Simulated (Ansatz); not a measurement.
# TaC: Ta on a C site

A defect calculation: Ta on a C site in TaC, supercell of 16 sites.

Program: Ansatz 0.2.0. Level of theory: DFT PBE, scalar-relativistic, plane waves, PAW. These are calculated values, not measurements.

## Step 1: The system as given

Symmetry: Fm-3m, No. 225, cubic system. Conventional cell: a = 4.475 Å, b = 4.475 Å, c = 4.475 Å, α = 90.00°, β = 90.00°, γ = 90.00°. Ta (site symmetry m-3m) has 6 C at 2.24 Å in its first shell of neighbours. C (site symmetry m-3m) is surrounded by 6 Ta at 2.24 Å.

Coordinates:

```xyz
2
Lattice="0.0000 2.2377 2.2377 2.2377 0.0000 2.2377 2.2377 2.2377 0.0000" Properties=species:S:1:pos:R:3 pbc="T T T"
Ta    0.0000    0.0000    0.0000
C     2.2377    2.2377    2.2377
```

It goes back to an entry of the Materials Project, which need not be the stable form.

It is the result of an earlier relaxation at this level (volume 11.20 Å³/atom; gap on the mesh: none (metal)).

The perfect supercell (rows 0 -2 2; 0 0 2; -2 0 2 in vectors of this cell) was computed beforehand with the same settings: E(σ→0) = -81475.1216 eV for 16 atoms, gap none (metal).

## Step 2: Setting up the defect

The atom at (0.250, 0.750, 0.250) of the supercell is replaced. The other atoms start on their ideal sites. Its neighbours are 6 Ta at 2.24 Å.

## Step 3: Relaxing the defect

Contents of input.yaml:

```yaml
crystal:
  lattice:
    - [0.0, 4.4754012997, -4.4754012997]
    - [4.4754012997, 4.4754012997, 0.0]
    - [4.4754012997, 0.0, -4.4754012997]
  atoms:
    - { symbol: Ta, position: [0.5, 0.5, 0.0] }
    - { symbol: Ta, position: [0.5, 0.0, 0.0] }
    - { symbol: Ta, position: [1.0, 0.5, 0.0] }
    - { symbol: Ta, position: [1.0, 0.0, 0.0] }
    - { symbol: Ta, position: [0.5, 0.5, 0.5] }
    - { symbol: Ta, position: [0.5, 0.0, 0.5] }
    - { symbol: Ta, position: [1.0, 0.5, 0.5] }
    - { symbol: Ta, position: [1.0, 0.0, 0.5] }
    - { symbol: Ta, position: [0.25, 0.75, 0.25] }
    - { symbol: C, position: [0.25, 0.25, 0.25] }
    - { symbol: C, position: [0.75, 0.75, 0.25] }
    - { symbol: C, position: [0.75, 0.25, 0.25] }
    - { symbol: C, position: [0.25, 0.75, 0.75] }
    - { symbol: C, position: [0.25, 0.25, 0.75] }
    - { symbol: C, position: [0.75, 0.75, 0.75] }
    - { symbol: C, position: [0.75, 0.25, 0.75] }
basis:
  ecutwfc: 420
  xc_grid: 2
kpoints:
  mp_grid: { grid: [8, 8, 8], shift: [0.0, 0.0, 0.0] }
hamiltonian:
  xc: pbe
scf:
  occupations: { method: gaussian, width: 0.1 }
output:
  forces: true
  stress: false
  eigenvalues: true
  write_density: true
  write_potential: true
  elf: true
  volumetric_format: npy
relax:
  adjacent_minimum: "off"
  f_tol: 0.025
  max_steps: 45
```

Started as:

```sh
$ ansatz run input.yaml --threads 4 --pin off --max-ram 10240MiB --backend cpu --events-out ev --progress --plain --runs-dir out
```

What it wrote (excerpt; [...] marks lines left out):

```text
Warning: RAYON_NUM_THREADS=4 ignored (pool sized by the plan → 4); use --threads N
[...]
Pseudopotentials: kind: paw
Pseudopotential: Ta, paw, valence charge 13, recommended cutoff 420 eV (normal), Ta.paw.azcp
Pseudopotential: C, paw, valence charge 4, recommended cutoff 420 eV (normal), C.paw.azcp
Functional definition: PBE
[...]
Crystal: 16 atoms, lattice volume = 179.278 Å³
Basis set: ecut = 420 eV, 3479 PW (Γ), exchange–correlation on 90×90×90 points (8 copies of the dense FFT grid, shifted against one another)
Bands: 89, of which v1, the nominal top of the filled ones, is band 73 counted from 1 (72 counted from 0)
Symmetry: 48 space group operations
Space group: Fm-3m (ITA 225), of the structure as read, at distance tolerance 5.6e-5 Å
k-points: 29 of 512
[...]
SCF iter   1: F=—  HF=-91140.206651 eV  |F-HF|=—  |Δ(HF+E_count)|=         —  Δρ=2.61e-2  dr2=4.51e0  ethr=1.77e-3  ⟨swp⟩=6.0  Hψ=9836  notcnv=0  defer=6
[...]
relax step   1: F+E_penalty+E_count = -91139.48612149 eV  Δ(F+E_penalty+E_count) = +0.000e0 eV  max|allowed force component| = 7.431e0 eV/Å  Δτ_max = 0.0000 Å  (6 SCF iters, dr2 threshold 1.56e-5 eV, accepted)
[...]
relax step   2: F+E_penalty+E_count = -91143.65739488 eV  Δ(F+E_penalty+E_count) = -4.171e0 eV  max|allowed force component| = 9.222e-2 eV/Å  Δτ_max = 0.1950 Å  (7 SCF iters, dr2 threshold 1.00e-4 eV, accepted)
[...]
relax step   3: F+E_penalty+E_count = -91143.65802335 eV  Δ(F+E_penalty+E_count) = -6.285e-4 eV  max|allowed force component| = 9.792e-4 eV/Å  Δτ_max = 0.0023 Å  (6 SCF iters, accepted)
SCF converged after 6 iterations
Free energy (F): -91143.658023 eV
[...]
E sigma→0 (E₀):  -91143.641383 eV
Entropy (-TS):   -0.033280 eV (-2.080 meV/atom)
Fermi energy:    21.170249 eV
[...]
--- Forces (eV/Å), atoms counted from 1 ---
  atom   1  Ta     0.00097918     0.00000000     0.00000000
  atom   2  Ta     0.00000000    -0.00097918    -0.00000000
  atom   3  Ta     0.00000000     0.00000000    -0.00000000
  atom   4  Ta     0.00000000     0.00000000    -0.00097918
  atom   5  Ta    -0.00000000     0.00000000     0.00097918
  atom   6  Ta     0.00000000    -0.00000000     0.00000000
  atom   7  Ta    -0.00000000     0.00097918    -0.00000000
  atom   8  Ta    -0.00097918    -0.00000000     0.00000000
[...]
```

## Step 4: More of the same log: Ta on a C site (b), charge +0, atoms relaxed at the host's cell

Output, continued (excerpt; [...] marks lines left out):

```text
  atom  10  C      0.00000000     0.00000000     0.00000000
  atom  11  C      0.00000000    -0.00000000    -0.00000000
  atom  12  C      0.00000000     0.00000000     0.00000000
  atom  13  C      0.00000000     0.00000000     0.00000000
  atom  14  C      0.00000000    -0.00000000    -0.00000000
  atom  15  C      0.00000000     0.00000000     0.00000000
  atom  16  C      0.00000000    -0.00000000     0.00000000
[...]
--- Band table (eV; the first three rows and the last of 29) ---
[...]
--- Relaxed structure (3 steps of the walk, 3 accepted, 0 SCFs on fresh bases) ---
  F+E_penalty+E_count = -91143.65802335 eV   max|allowed force component| = 9.792e-4 eV/Å
  atoms:
    - { symbol: Ta, position: [0.5215340973683189, 0.478465902631681, -0.021534097368318933] }
    - { symbol: Ta, position: [0.5215340973683189, 0.02153409736831899, -0.02153409736831899] }
[...]
    - { symbol: Ta, position: [0.978465902631681, 0.021534097368318905, -0.021534097368318905] }
    - { symbol: Ta, position: [0.5215340973683189, 0.478465902631681, 0.5215340973683189] }
    - { symbol: Ta, position: [0.49999999999999994, 0.0, 0.49999999999999994] }
    - { symbol: Ta, position: [0.9784659026316811, 0.4784659026316809, 0.5215340973683189] }
    - { symbol: Ta, position: [0.978465902631681, 0.021534097368318905, 0.521534097368319] }
    - { symbol: Ta, position: [0.24999999999999997, 0.7499999999999999, 0.24999999999999997] }
    - { symbol: C, position: [0.24999999999999997, 0.24999999999999997, 0.24999999999999997] }
    - { symbol: C, position: [0.75, 0.75, 0.2499999999999999] }
    - { symbol: C, position: [0.7499999999999999, 0.24999999999999994, 0.24999999999999997] }
    - { symbol: C, position: [0.2499999999999999, 0.75, 0.75] }
    - { symbol: C, position: [0.24999999999999997, 0.24999999999999994, 0.7499999999999999] }
    - { symbol: C, position: [0.75, 0.75, 0.75] }
    - { symbol: C, position: [0.75, 0.2499999999999999, 0.75] }
```

It took 38 s on 4 threads of AMD EPYC 7R43 (Zen 3), shared host; peak memory 0.92 GiB.

Step by step:

| step | energy from step 1 (eV/cell) | largest force component (eV/Å) |
| --- | --- | --- |
| 1 | 0.0000 | 7.4314 |
| 2 | -4.1713 | 0.0922 |
| 3 | -4.1719 | 0.0010 |

Step 1 is the start.

The largest move, 0.19 Å, is shared by several atoms, Ta2 among them.

For the maps the cell is shifted so that the defect's site lies at its middle.

Density in a lattice plane of the grid's cell (edges 6.33 and 6.33 Å, at 0.500 of the third edge), which holds Ta and C.

Ten even steps from ' ' (0.21 e/Å³) to '@' (4.33 e/Å³):
```
----::..            ..::------..            ..::
::::::..              ....::::..              ..
  ....                      ..                  
                                                
                                                
                                                
                ..::--::..                  ....
::..            ..++##%%##--..            ..::::
--::..          ..++@@@@@@%%==..          ..::--
----::..          --%%@@##@@%%--          ..::--
----::..          ..==%%@@@@@@++..          ..::
::::::..            ..--##%%##++..            ..
  ....                  ..::--::..              
                                                
                                                
                                                
                    ..                      ....
::..              ..::::....              ..::::
--::..            ..------::..            ..::--
----::..          ..::------::..          ..::--
```
Columns run along the first of these edges and rows up along the second, over one cell in 24 and 20 even steps from the bottom left corner. Atoms in the plane (fractional): Ta at (0.50, 0.50), C at (0.00, 0.50), C at (0.50, 1.00), C at (0.00, 1.00).

ELF in the same plane.

Values, 12 rows by 12 columns:
```
0.67 0.66 0.67 0.24 0.26 0.66 0.63 0.70 0.71 0.26 0.27 0.71
0.60 0.67 0.56 0.31 0.20 0.32 0.57 0.67 0.59 0.26 0.14 0.27
0.26 0.24 0.31 0.39 0.30 0.29 0.38 0.31 0.24 0.26 0.26 0.26
0.60 0.26 0.20 0.30 0.24 0.37 0.26 0.28 0.20 0.24 0.59 0.71
0.67 0.66 0.32 0.29 0.37 0.66 0.63 0.37 0.28 0.31 0.67 0.70
0.01 0.63 0.57 0.38 0.26 0.63 0.00 0.63 0.26 0.38 0.57 0.63
0.67 0.70 0.67 0.31 0.28 0.37 0.63 0.66 0.37 0.29 0.32 0.66
0.60 0.71 0.59 0.24 0.20 0.28 0.26 0.37 0.24 0.30 0.20 0.26
0.26 0.26 0.26 0.26 0.24 0.31 0.38 0.29 0.30 0.39 0.31 0.24
0.60 0.27 0.14 0.26 0.59 0.67 0.57 0.32 0.20 0.31 0.56 0.67
0.67 0.71 0.27 0.26 0.71 0.70 0.63 0.66 0.26 0.24 0.67 0.66
0.00 0.67 0.60 0.26 0.60 0.67 0.01 0.67 0.60 0.26 0.60 0.67
```
Columns run along the first of these edges and rows up along the second, over one cell in 12 and 12 even steps from the bottom left corner. Atoms in the plane (fractional): Ta at (0.50, 0.50), C at (0.00, 0.50), C at (0.50, 1.00), C at (0.00, 1.00).

Both are smooth fields of the valence electrons: close to the nuclei they are not physical.

The highest ELF values outside the cores: 0.80 in the shell around C, 0.7 Å from C; 0.77 beside C, off the lines to its neighbours, 0.7 Å from C.

## Step 5: Changing settings: occupations.method cold, occupations.width 0.025

Contents of input.yaml:

```yaml
crystal:
  lattice:
    - [0.0, 4.4754012997, -4.4754012997]
    - [4.4754012997, 4.4754012997, 0.0]
    - [4.4754012997, 0.0, -4.4754012997]
  atoms:
    - { symbol: Ta, position: [0.5215340974, 0.4784659026, -0.0215340974] }
    - { symbol: Ta, position: [0.5215340974, 0.0215340974, -0.0215340974] }
    - { symbol: Ta, position: [1.0, 0.5, 0.0] }
    - { symbol: Ta, position: [0.9784659026, 0.0215340974, -0.0215340974] }
    - { symbol: Ta, position: [0.5215340974, 0.4784659026, 0.5215340974] }
    - { symbol: Ta, position: [0.5, 0.0, 0.5] }
    - { symbol: Ta, position: [0.9784659026, 0.4784659026, 0.5215340974] }
    - { symbol: Ta, position: [0.9784659026, 0.0215340974, 0.5215340974] }
    - { symbol: Ta, position: [0.25, 0.75, 0.25] }
    - { symbol: C, position: [0.25, 0.25, 0.25] }
    - { symbol: C, position: [0.75, 0.75, 0.25] }
    - { symbol: C, position: [0.75, 0.25, 0.25] }
    - { symbol: C, position: [0.25, 0.75, 0.75] }
    - { symbol: C, position: [0.25, 0.25, 0.75] }
    - { symbol: C, position: [0.75, 0.75, 0.75] }
    - { symbol: C, position: [0.75, 0.25, 0.75] }
basis:
  ecutwfc: 420
  xc_grid: 2
kpoints:
  mp_grid: { grid: [8, 8, 8], shift: [0.0, 0.0, 0.0] }
hamiltonian:
  xc: pbe
scf:
  occupations: { method: cold, width: 0.025 }
output:
  forces: true
  eigenvalues: true
```

Started as:

```sh
$ ansatz run input.yaml --threads 4 --pin off --max-ram 10240MiB --backend cpu --events-out ev --progress --plain --runs-dir out
```

What it wrote (excerpt; [...] marks lines left out):

```text
Warning: RAYON_NUM_THREADS=4 ignored (pool sized by the plan → 4); use --threads N
[...]
[... 4 set-up lines as earlier in the session ...]
[...]
Crystal: 16 atoms, lattice volume = 179.278 Å³
Basis set: ecut = 420 eV, 3479 PW (Γ), exchange–correlation on 90×90×90 points (8 copies of the dense FFT grid, shifted against one another)
Bands: 89, of which v1, the nominal top of the filled ones, is band 73 counted from 1 (72 counted from 0)
[... 2 set-up lines as earlier in the session ...]
k-points: 29 of 512
[...]
SCF iter   1: F=—  HF=-91143.814419 eV  |F-HF|=—  |Δ(HF+E_count)|=         —  Δρ=1.47e-2  dr2=1.31e0  ethr=1.77e-3  ⟨swp⟩=6.2  Hψ=9819  notcnv=0  defer=62
[...]
SCF converged after 8 iterations
Stability not checked: this state was not tested for a lower state beside it, because cold or Methfessel-Paxton smearing, or corrected tetrahedra, fill the levels in a way that the test cannot read (fill_not_monotonic; see scf.lower_state_search)
Free energy (F): -91143.642053 eV
[...]
E sigma→0 (E₀):  -91143.642033 eV
Entropy (-TS):   -0.000058 eV (-0.004 meV/atom)
Fermi energy:    21.171520 eV
[...]
--- Forces (eV/Å), atoms counted from 1 ---
  atom   1  Ta     0.03335435     0.00000000     0.00000000
  atom   2  Ta     0.00000000    -0.03335435     0.00000000
  atom   3  Ta    -0.00000000     0.00000000     0.00000000
  atom   4  Ta    -0.00000000    -0.00000000    -0.03335435
  atom   5  Ta     0.00000000    -0.00000000     0.03335435
  atom   6  Ta    -0.00000000    -0.00000000     0.00000000
  atom   7  Ta    -0.00000000     0.03335435     0.00000000
  atom   8  Ta    -0.03335435    -0.00000000     0.00000000
[...]
--- Band table (eV; the first three rows and the last of 29) ---
[...]
```

Run time: 9.6 s. Hardware: 4 threads of AMD EPYC 7R43 (Zen 3), shared host; peak memory 0.91 GiB.

| run | ending | energy change | gap (eV) | force (eV/Å) | cycles | time |
| --- | --- | --- | --- | --- | --- | --- |
| step 3 | converged | 0 | 0.00 | 0.00 | - | 38 s |
| variant | converged | 0.0 meV/atom (σ→0) | 0.00 | 0.03 | 8 | 9.6 s |

Changing the smearing moves the energy by 0.0 meV/atom (σ→0 values), and the largest force goes from 0.00 to 0.03 eV/Å.

## Step 6: Formation energy and levels

| charge | E(defect cell) - E(host) (eV) | formation energy (eV) | moment over the host's (μB) | largest move (Å) | neighbours |
| --- | --- | --- | --- | --- | --- |
| 0 | -9668.520 | 12.79 | 0.00 | 0.19 | 6 Ta at 2.43 Å |

Atoms are taken from and returned to the elements' standard states: C -250.944 eV, Ta -9932.250 eV an atom at this level.

## Step 7: Summary of results

| quantity | value |
| --- | --- |
| formation energy, neutral | 12.79 eV |
| nearest atoms after relaxation, one image of each, neutral | 6 Ta at 2.43 Å |
| step 5, run with occupations.method cold, occupations.width 0.025 (against step 3) | 0.0 meV/atom; the largest force goes from 0.00 to 0.03 eV/Å |

Forming the neutral defect takes 12.79 eV with the elements as reservoirs. Spin polarisation was off in the neutral run, so a moment could not show there. With 16 host sites the defect feels its images, so energies are good to tenths of an eV at best. A distortion of lower symmetry was not tried. The runs treat Ta without spin-orbit coupling.
